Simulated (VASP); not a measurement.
# NaH (Fm-3m) in VASP: notebook, part 2 of 2

VASP 6.6.1.

### Step 3. Relaxation of cell and atoms, PBEsol

Input file INCAR:

```
ALGO = Fast
EDIFF = 1E-7
EDIFFG = -0.005
ENCUT = 600
GGA = PS
IBRION = 2
ISIF = 3
ISMEAR = 0
LASPH = T
LCHARG = F
LREAL = F
LWAVE = F
NELM = 80
NSW = 70
PREC = Accurate
SIGMA = 0.02
```

Input file KPOINTS:

```
k-points
0
Gamma
  8 8 8
```

Input file POSCAR:

```
NaH
1.0
    0.0000000000      2.4160403214      2.4160403214
    2.4160403214      0.0000000000      2.4160403214
    2.4160403214      2.4160403214      0.0000000000
Na H
1 1
Direct
    0.0000000000      0.0000000000      0.0000000000
    0.5000000000      0.5000000000      0.5000000000
```

Potentials or basis: VASP PAW PBE potentials, release 64 (Na_pv, H).

On the command line:

```
$ cat potpaw_PBE.64/Na_pv/POTCAR potpaw_PBE.64/H/POTCAR > POTCAR
$ mpirun -np 1 vasp_std > vasp.out
```

OUTCAR:

```text
EDIFF = 1E-7
   EDIFFG = -0.005
   ENCUT = 600
   GGA = PS
   IBRION = 2
   ISIF = 3
   ISMEAR = 0
   LASPH = T
   LREAL = F
   NELM = 80
   NSW = 70
   PREC = Accurate

 ion  position               nearest neighbor table
   1  0.000  0.000  0.000-
   2  0.500  0.500  0.500-

  LATTYP: Found a face centered cubic cell.
 ALAT       =     4.8320806428

  Lattice vectors:

 A1 = (   0.0000000000,   2.4160403214,   2.4160403214)
 A2 = (   2.4160403214,   0.0000000000,   2.4160403214)
 A3 = (   2.4160403214,   2.4160403214,   0.0000000000)

Analysis of symmetry for initial positions (statically):
=====================================================================
 Subroutine PRICEL returns:
 Original cell was already a primitive cell.

 Routine SETGRP: Setting up the symmetry group for a
 face centered cubic supercell.

 Subroutine GETGRP returns: Found 48 space group operations
 (whereof 48 operations were pure point group operations)
 out of a pool of 48 trial point group operations.

The static configuration has the point symmetry O_h .

Analysis of symmetry for dynamics (positions and initial velocities):
=====================================================================
 Subroutine PRICEL returns:
 Original cell was already a primitive cell.

 Routine SETGRP: Setting up the symmetry group for a
 face centered cubic supercell.

 Subroutine GETGRP returns: Found 48 space group operations
 (whereof 48 operations were pure point group operations)
 out of a pool of 48 trial point group operations.

The dynamic configuration has the point symmetry O_h .

 Subroutine INISYM returns: Found 48 space group operations
 (whereof 48 operations are pure point group operations),
 and found     1 'primitive' translations

----------------------------------------------------------------------------------------

                                     Primitive cell

  volume of cell :      28.2061

  direct lattice vectors                    reciprocal lattice vectors
     0.000000000  2.416040321  2.416040321    -0.206950189  0.206950189  0.206950189
     2.416040321  0.000000000  2.416040321     0.206950189 -0.206950189  0.206950189
     2.416040321  2.416040321  0.000000000     0.206950189  0.206950189 -0.206950189

  length of vectors
     3.416796990  3.416796990  3.416796990     0.358448241  0.358448241  0.358448241

  position of ions in fractional coordinates (direct lattice)
     0.000000000  0.000000000  0.000000000
     0.500000000  0.500000000  0.500000000

  ion indices of the primitive-cell ions
   primitive index   ion index
                 1           1
                 2           2

----------------------------------------------------------------------------------------

 KPOINTS: k-points

Automatic generation of k-mesh.
 Grid dimensions read from file:
 generate k-points for:    8    8    8

 Generating k-lattice:

  Cartesian coordinates                     Fractional coordinates (reciprocal lattice)
    -0.025868774  0.025868774  0.025868774     0.125000000  0.000000000  0.000000000
     0.025868774 -0.025868774  0.025868774     0.000000000  0.125000000  0.000000000
     0.025868774  0.025868774 -0.025868774     0.000000000  0.000000000  0.125000000

  Length of vectors
     0.044806030  0.044806030  0.044806030

[... 44 lines left out ...]
   PREC   = accura    normal or accurate (medium, high low for compatibility)
   ISTART =      0    job   : 0-new  1-cont  2-samecut
   ICHARG =      2    charge: 1-file 2-atom 10-const
   ISPIN  =      1    spin polarized calculation?
   LNONCOLLINEAR =      F non collinear calculations
   LSORBIT =      F    spin-orbit coupling
   LASPH  =      T    aspherical Exc in radial PAW
   ENCUT  =  600.0 eV  44.10 Ry    6.64 a.u.   6.82  6.82  6.82*2*pi/ulx,y,z
   NELM   =     80;   NELMIN=  2; NELMDL= -5     # of ELM steps
   EDIFF  = 0.1E-06   stopping-criterion for ELM
   LREAL  =      F    real-space projection
   EDIFFG = -.5E-02   stopping-criterion for IOM
   NSW    =     70    number of steps for IOM
   IBRION =      2    ionic relax: 0-MD 1-quasi-New 2-CG
   NFREE  =      1    steps in history (QN), initial steepest desc. (CG)
   ISIF   =      3    stress and relaxation
   ISYM   =      2    0-nonsym 1-usesym 2-fastsym
   POTIM  = 0.5000    time-step for ionic-motion
   TEBEG  =    0.0;   TEEND  =   0.0 temperature during run
   PSTRESS=    0.0 pullay stress
   NELECT =       8.0000    total number of electrons
   NUPDOWN=      -1.0000    fix difference up-down
   EMIN   =  10.00;   EMAX   =-10.00  energy-range for DOS
   EFERMI =   0.00;   METHOD = LEGACY
   ISMEAR =     0;   SIGMA  =   0.02  broadening in eV -4-tet -1-fermi 0-gaus
   EFERMI_NEDOS =   21; number of points for ismear=-14 and -15
   IALGO  =     68    algorithm
   IMIX   =      4    mixing-type and parameters
     AMIX     =   0.40;   BMIX     =  1.00
     AMIX_MAG =   1.60;   BMIX_MAG =  1.00
  volume/ion in A,a.u.               =      14.10        95.17
  Fermi-wavevector in a.u.,A,eV,Ry     =   1.075616  2.032620 15.741262  1.156950
  Thomas-Fermi vector in A             =   2.211478
   LORBIT       =      0    0 simple, 1 ext, 2 COOP (PROOUT), +10 PAW based schemes
   GGA     = PS    functional components
   LHFCALC =     F    Hartree Fock is set to
   AEXX    =    0.0000 exact exchange contribution
   IVDW    =     0    specifies the selected vdW correction
   LEPSILON=     F    determine dielectric tensor
   LRPA    =     F    only Hartree local field effects (RPA)
 conjugate gradient relaxation of ions
 non-spin polarized calculation
 RMM-DIIS sequential band-by-band and
 Gauss-broadening in eV      SIGMA  =   0.02
  energy-cutoff  :      600.00
  volume of cell :       28.21
 maximum number of plane-waves:       960
   NGX = 13   NGY = 13   NGZ = 13

--------------------------------------- Ionic step        1  -------------------------------------------

 number of electron       7.9999999 magnetization

 Free energy of the ion-electron system (eV)
  ---------------------------------------------------
  ext. energy  EPLUGINS =         0.00000000
  ---------------------------------------------------
  free energy    TOTEN  =        -5.08516967 eV

  energy without entropy =       -5.08516967  energy(sigma->0) =       -5.08516967

------------------------ aborting loop because EDIFF is reached ----------------------------------------

  FORCE on cell =-STRESS in cart. coord.  units (eV):
  Direction    XX          YY          ZZ          XY          YZ          ZX
  --------------------------------------------------------------------------------------
  -------------------------------------------------------------------------------------
  Total       -0.1039268     -0.1039268     -0.1039268     -0.0000000     -0.0000000     -0.0000000
  in kB       -5.9033116     -5.9033116     -5.9033116     -0.0000000     -0.0000000     -0.0000000
  external PRESSURE =      -5.9033116 kB  Pullay stress =       0.0000000 kB
[... 95 lines left out ...]
--------------------------------------- Ionic step        4  -------------------------------------------

 number of electron       7.9999992 magnetization

 Free energy of the ion-electron system (eV)
  ---------------------------------------------------
  ext. energy  EPLUGINS =         0.00000000
  ---------------------------------------------------
  free energy    TOTEN  =        -5.08637491 eV

  energy without entropy =       -5.08637491  energy(sigma->0) =       -5.08637491

 E-fermi :  -0.8975     XC(G=0):  -7.9760

 val. band max:       -1.0126846830   @ k =  -0.2500   0.5000   0.2500
 cond. band min:       2.5909280283   @ k =   0.5000   0.0000   0.0000
 fundamental gap:      3.6036127113
 Fermi energy:        -0.8975002102

 k-point     1 :       0.0000    0.0000    0.0000
  band No.  band energies     occupation
      1     -22.9695      2.00000
      2     -22.9695      2.00000
      3     -22.9695      2.00000
      4      -4.8093      2.00000
      5       9.6236      0.00000
      6      14.5714      0.00000
      7      14.5714      0.00000
      8      14.5714      0.00000
[... 243 lines left out ...]
 k-point    24 :      -0.3750    0.2500    0.1250
  band No.  band energies     occupation
      1     -23.0586      2.00000
      2     -23.0081      2.00000
      3     -22.9904      2.00000
      4      -1.5298      2.00000
      5       3.3830      0.00000
      6       6.7115      0.00000
      7      10.0036      0.00000
      8      14.0011      0.00000

 [... further k-points ...]

------------------------ aborting loop because EDIFF is reached ----------------------------------------

  FORCE on cell =-STRESS in cart. coord.  units (eV):
  Direction    XX          YY          ZZ          XY          YZ          ZX
  --------------------------------------------------------------------------------------
  -------------------------------------------------------------------------------------
  Total        0.0035302      0.0035302      0.0035302      0.0000000      0.0000000      0.0000000
  in kB        0.2055802      0.2055802      0.2055802      0.0000000      0.0000000      0.0000000
  external PRESSURE =       0.2055802 kB  Pullay stress =       0.0000000 kB
[... 17 lines left out ...]
  FREE ENERGIE OF THE ION-ELECTRON SYSTEM (eV)
  ---------------------------------------------------
  free  energy   TOTEN  =        -5.0863749139 eV

  energy  without entropy=       -5.0863749139  energy(sigma->0) =       -5.08637491

 reached required accuracy - stopping structural energy minimisation
```

OSZICAR:

```text
N       E                     dE             d eps       ncg     rms          rms(c)
DAV:   1     0.185154118206E+02    0.18515E+02   -0.52094E+03   464   0.113E+03
DAV:   2    -0.496622984941E+01   -0.23482E+02   -0.23482E+02   488   0.137E+02
DAV:   3    -0.545925604698E+01   -0.49303E+00   -0.49303E+00   600   0.274E+01
[... 33 lines left out ...]
RMM:   3    -0.508638631037E+01    0.16087E-03   -0.18206E-04   493   0.259E-01    0.935E-03
RMM:   4    -0.508637571438E+01    0.10596E-04   -0.64812E-06   489   0.460E-02    0.185E-03
RMM:   5    -0.508637514174E+01    0.57264E-06   -0.19326E-06   484   0.225E-02    0.353E-04
RMM:   6    -0.508637490414E+01    0.23760E-06   -0.19321E-07   380   0.862E-03    0.183E-04
RMM:   7    -0.508637491385E+01   -0.97085E-08   -0.56576E-08   337   0.427E-03
   4 F= -.50863749E+01 E0= -.50863749E+01  d E =-.120525E-02
```

Run time: 14 s. Hardware: 1 thread of AMD EPYC 9R45 (Zen 5), shared host; peak memory 0.12 GiB.

Results:

* Free energy: -5.0864 eV
* Relaxed volume: 13.76 Å³/atom
* Relaxed cell: a = 3.389 Å, b = 3.389 Å, c = 3.389 Å, α = 60.00°, β = 60.00°, γ = 60.00°
* Space group after relaxing (to 0.05 Å): Fm-3m (No. 225)
* Energy gained by relaxing: 0.6 meV/atom
* Ionic steps: 4
* Pressure after relaxing: 0.0 GPa
* Band gap on the k mesh: 3.60 eV, indirect (least direct gap 4.51 eV)

Step by step:
```tsv
step	energy change (eV)	largest force (eV/Å)	pressure (GPa)	volume (Å³)
1	0.0000	0.0000	-0.59	28.21
2	-0.0006	0.0000	-0.38	27.99
3	-0.0012	0.0000	-0.09	27.62
4	-0.0012	0.0000	0.02	27.51
```

Final structure:
```xyz
2
Lattice="0.0000 2.3961 2.3961 2.3961 0.0000 2.3961 2.3961 2.3961 0.0000" Properties=species:S:1:pos:R:3 pbc="T T T"
Na    4.7921    2.3961    2.3961
H     2.3961    2.3961    2.3961
```

Caveat: the PAW data sets were made with another functional, which shifts forces and pressure a little. A hybrid or GW would open this gap; PBEsol tends to underestimate it.
